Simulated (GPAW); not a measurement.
## GaN: single point with PBE

**The experiment to reproduce.**

“Studying electronic properties in GaN without electrical contacts using γ-γ vs e−-γ Perturbed Angular Correlations”, 2019, pmc:6823545 quotes, for a bulk crystal of GaN: band gap 3.503 ± 0.005 eV (direct).

The system is GaN.

```xyz
4
Lattice="3.1800 0.0000 0.0000 -1.5900 2.7540 0.0000 0.0000 0.0000 5.1660" Properties=species:S:1:pos:R:3 pbc="T T T"
Ga    1.5900    0.9180    2.5830
Ga    0.0000    1.8360    0.0000
N     1.5900    0.9180    4.5203
N     0.0000    1.8360    1.9373
```

```yaml
Program: GPAW 26.7.0
Task: single point
Functional: PBE
Potentials_or_basis: GPAW PAW data sets (gpaw-data 1.2.1)
Cutoff: 600 eV
Basis: pw
k_mesh: 8 × 8 × 4
Occupations: fermi-dirac, width 0.01 eV
Spin: no spin polarisation
```

```json
{
 "Pressure": "9.7 GPa",
 "Largest force": "0.181 eV/Å",
 "Band gap on the k mesh": "2.05 eV, direct"
}
```

Forces in eV/Å, atoms in the order of the input:
```
Ga   0.000  0.000 -0.181
Ga   0.000  0.000 -0.181
N    0.000  0.000  0.177
N    0.000  0.000  0.177
```

Stress tensor (GPa, compression positive):
```
 8.97  0.00  0.00
 0.00  8.97  0.00
 0.00  0.00 11.21
```

Levels at points of the mesh, in eV from the valence-band top:
```tsv
k point	band 5	band 6	band 7	band 8	band 9	band 10	band 11	band 12
(0.00, 0.00, 0.00)	-1.06	-0.07	0.00	0.00	2.05	4.39	9.36	10.00
(0.00, 0.00, 0.50)	-0.55	-0.55	-0.55	-0.55	4.38	4.38	8.64	8.64
(0.50, 0.50, 0.00)	-4.26	-2.74	-2.29	-0.98	5.14	5.70	6.16	8.80
(0.50, 0.50, 0.50)	-1.95	-1.95	-1.92	-1.92	4.49	4.49	7.93	7.93
```

Wall time 17 s on 1 thread of Arm Neoverse V2, on a shared host, peak memory 0.16 GiB.

A measured gap of GaN is 3.503 eV (direct; quoted in “Studying electronic properties in GaN without electrical contacts using γ-γ vs e−-γ Perturbed Angular Correlations”, 2019, pmc:6823545); the calculated 2.05 eV misses it by -1.45 eV. Spin-orbit coupling on Ga is left out. The value is that of PBE, without temperature or zero-point motion. Semilocal functionals fall short of measured gaps as a rule.

Caveat: the cutoff is short for stress and forces, so pressures can be off by a GPa or more.
